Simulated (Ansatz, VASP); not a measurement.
Sb: VASP beside Ansatz

```
CELL_PARAMETERS angstrom
2.77053 0.00000 0.00000
-1.38526 2.39935 0.00000
0.00000 0.00000 2.63186
ATOMIC_POSITIONS crystal
Sb 0.00000 0.00000 0.00000
```

Change from the starting cell: volume scaled by 0.6, LAPW.

Alike in both runs: task single point; functional PBE; k mesh 13 × 13 × 12; occupations fermi-dirac, width 0.05 eV; no spin polarisation.

```csv
,VASP,Ansatz
version,VASP 6.6.1,Ansatz 0.2.0
potentials or method,"VASP PAW PBE potentials, release 64 (Sb), cutoff 520 eV","all-electron LAPW, scalar-relativistic"
```

VASP gave:

- pressure (GPa): 93.7

**Question.** What did Ansatz give for the same quantities?

**Answer.** Pressure (GPa): 91.8.

Ansatz ran all-electron here, so the differences hold the error of VASP's frozen core and of both bases.

Caveats: the cell as given lies far from equilibrium; so large a pressure means that the cell lies far from this level's equilibrium, or that cutoff or potentials fall short (VASP). Spin-orbit coupling is left out, which matters for the levels of Sb.
